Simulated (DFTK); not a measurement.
BN:

```xyz
2
Lattice="0.0000 1.8130 1.8130 1.8130 0.0000 1.8130 1.8130 1.8130 0.0000" Properties=species:S:1:pos:R:3 pbc="T T T"
N     0.9065    0.9065    0.9065
B     0.0000    0.0000    0.0000
```

The cell is a database's computed one.

Base run:

| Property | Result |
| --- | --- |
| Program | DFTK 0.8.2 |
| Functional | PBEsol |
| Potentials or basis | dojo.nc.sr.pbesol.v0_4_1.standard.upf (PBEsol) |
| Cutoff | 1143 eV |
| k mesh | 13 × 13 × 13 |
| Occupations | fermi-dirac, width 0.05 eV |
| Spin | no spin polarisation |

Its results: band gap on the k mesh 4.41 eV, indirect (least direct gap 8.78 eV); pressure -5.7 GPa.

Task: The run is repeated on the same cell with these changes: functional from PBEsol to LDA; potentials or basis from dojo.nc.sr.pbesol.v0_4_1.standard.upf (PBEsol) to cp2k.nc.sr.lda.v0_1.largecore.gth (LDA, GTH); cutoff from 1143 eV to 2231 eV. What comes out?

Result: Band gap on the k mesh 4.43 eV, indirect (least direct gap 8.62 eV); pressure -15.6 GPa.

Caveats: an odd mesh through Γ misses points on the zone boundary, where band edges often lie (some runs); GTH potentials come without recommended cutoffs, and this one wasn't checked for convergence (some runs); so large a pressure means that the cell lies far from this level's equilibrium, or that cutoff or potentials fall short (some runs).

Not every run made on this cell is shown here.
